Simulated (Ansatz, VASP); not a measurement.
**BN in VASP and in Ansatz**

```xyz
2
Lattice="0.0000 1.8123 1.8123 1.8123 0.0000 1.8123 1.8123 1.8123 0.0000" Properties=species:S:1:pos:R:3 pbc="T T T"
B     0.0000    0.0000    0.0000
N     2.7185    2.7185    2.7185
```

Alike in both runs: task relaxation of cell and atoms; functional PBE; k mesh 12 × 12 × 12; no spin polarisation.

|  | VASP | Ansatz |
| --- | --- | --- |
| version | VASP 6.6.1 | Ansatz 0.2.0 |
| potentials or method | VASP PAW PBE potentials, release 64 (B, N) | scalar-relativistic, plane waves, PAW |
| plane-wave cutoff (eV) | 600 | 420 |
| occupations | gaussian, width 0.01 eV | fixed |
| valence electrons in the cell | 8 | 8 |

```tsv
	VASP	Ansatz	Ansatz less VASP
gap on the k mesh at the Fermi level, each at its own relaxed structure (eV)	4.45	4.46	+0.012
relaxed volume (Å³/atom)	5.95	5.95	+0.001
relaxed cell length with the largest relative difference (Å)	2.563	2.563	+0.0001
```

A k mesh can miss the band edges.
